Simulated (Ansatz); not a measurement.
# CdI2 (CdI2 type): gap against strain (epitaxial in the xy plane)

CdI2 built on the CdI2 prototype, relaxed with r2SCAN+rVV10 in Ansatz, then strained (epitaxial in the xy plane; changes of length per length, axes as in the cell below) with the atoms relaxed again within the symmetry that is left. Space group P-3m1 (No. 164), trigonal; a = 4.247 Å, c = 6.895 Å in the conventional setting, 35.90 Å³ an atom. Around Cd lie 6 I at 2.99 Å; around I lie 3 Cd at 2.99 Å. Calculated for a static, non-magnetic cell.

```yaml
crystal:
  lattice:
    - [4.24701, 0.00000, 0.00000]
    - [-2.12350, 3.67802, 0.00000]
    - [0.00000, 0.00000, 6.89503]
  atoms:
    - { symbol: Cd, position: [0.00000, 0.00000, 0.00000] }
    - { symbol: I, position: [0.33333, 0.66667, 0.24939] }
    - { symbol: I, position: [0.66667, 0.33333, 0.75061] }
```

Gaps are the least over each mesh (PBE 12×12×4, r2SCAN 12×12×4, HSE06 6×6×4 when unstrained) and the special points, which keep their unstrained names.

| strain (%) | free normal strain (%) | gap, PBE (eV) | gap, r2SCAN (eV) | gap, HSE06 (eV) | edges, HSE06 |
| --- | --- | --- | --- | --- | --- |
| -3.0 | +2.28 | 2.145 | 2.598 | 3.103 | A → L |
| -2.5 | +1.92 | 2.172 | 2.624 | 3.128 | (-0.052, 0.052, 0.354) → (0, 0.466, 0.383) |
| -1.5 | +1.17 | 2.242 | 2.694 | 3.199 | (-0.083, 0.083, 0.281) → (0, 0.464, 3/8) |
| 0.0 | 0.00 | 2.327 | 2.777 | 3.284 | (-0.120, 0.120, 0.214) → (0, 0.456, 0.359) |
| +4.0 | -3.28 | 2.057 | 2.612 | 3.046 | Γ |

Q: Estimate the row for a strain of -3.29 %.

A:

| strain (%) | free normal strain (%) | gap, PBE (eV) | gap, r2SCAN (eV) | gap, HSE06 (eV) | edges, HSE06 |
| --- | --- | --- | --- | --- | --- |
| -3.29 | +2.49 | 2.119 | 2.573 | 3.077 | A → L |

Between zero and the nearest strains the slope of the HSE06 gap against strain is +0.057 eV per percent for negative and -0.059 for positive strain; it falls either way, as happens when edge states split or other valleys take over.

No spin-orbit coupling is included; it can move band edges with weight on the heavy atoms by tenths of an eV.

Where an edge lies off the special points, it is a point of the mesh or the k point where a search put PBE's edge or least direct gap, reused for the other functionals, whose own edges may lie a little apart.

Coordinates of k points refer to the reciprocal vectors of the primitive cell of the runs.

The meshes of the hybrids are coarse, so their gaps aren't converged to the digits shown.
